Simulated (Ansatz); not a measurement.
Relaxation path: Si (simple hexagonal type)

DFT, PBE, PAW with Ansatz's default frozen-core files, scalar-relativistic (Ansatz 0.2.0); a Γ-centred 16×16×15 k mesh, Fermi–Dirac smearing of 0.08 eV, no spin polarisation. The run relaxes shape and atoms at held volume.

Command: `ansatz run input.yaml --threads 1 --pin off --max-ram 2048MiB --backend cpu --events-out ev --progress --plain --runs-dir out` It took 2.4 s on 1 thread of Intel(R) Xeon(R) 6975P-C (Granite Rapids), on a shared host, peak memory 0.31 GiB.

PAW: frozen-core files, cutoff 420 eV; forces are relaxed below 0.005 eV/Å.

Each step lists its free energy a cell above the last geometry, the pressure, the cell vectors (Å), and Cartesian positions (Å) with forces (eV/Å).

The first step:

```
step 1  dF = 5.59 meV  P = 84.9 GPa
  cell 2.3519 0.0000 0.0000  -1.1760 2.0368 0.0000  0.0000 0.0000 2.2020
  Si 0.0000 0.0000 0.0000   0.0000 0.0000 0.0000
```

Problem. Where does the relaxation end, and by which steps?

Solution. After 4 geometries, with conventional a, b, c = 2.338, 2.338, 2.229 Å, at 10.548 Å³/atom and 84.2 GPa in space group P6/mmm, with a shortest distance of 2.229 Å. The further steps:
```
step 2  dF = 1.09 meV  P = 84.5 GPa
  cell 2.3440 0.0000 0.0000  -1.1720 2.0299 0.0000  0.0000 0.0000 2.2169
  Si 0.0000 0.0000 0.0000   0.0000 0.0000 0.0000
step 3  dF = 0.01 meV  P = 84.2 GPa
  cell 2.3380 0.0000 0.0000  -1.1690 2.0248 0.0000  0.0000 0.0000 2.2282
  Si 0.0000 0.0000 0.0000   0.0000 0.0000 0.0000
step 4  dF = 0.00 meV  P = 84.2 GPa
  cell 2.3375 0.0000 0.0000  -1.1688 2.0244 0.0000  0.0000 0.0000 2.2291
  Si 0.0000 0.0000 0.0000   0.0000 0.0000 0.0000
step 5  dF = -0.02 meV  P = 84.2 GPa  (same geometry on a basis chosen anew; earlier energies don't compare to the last digit)
  cell 2.3375 0.0000 0.0000  -1.1688 2.0244 0.0000  0.0000 0.0000 2.2291
  Si 0.0000 0.0000 0.0000   0.0000 0.0000 0.0000
```
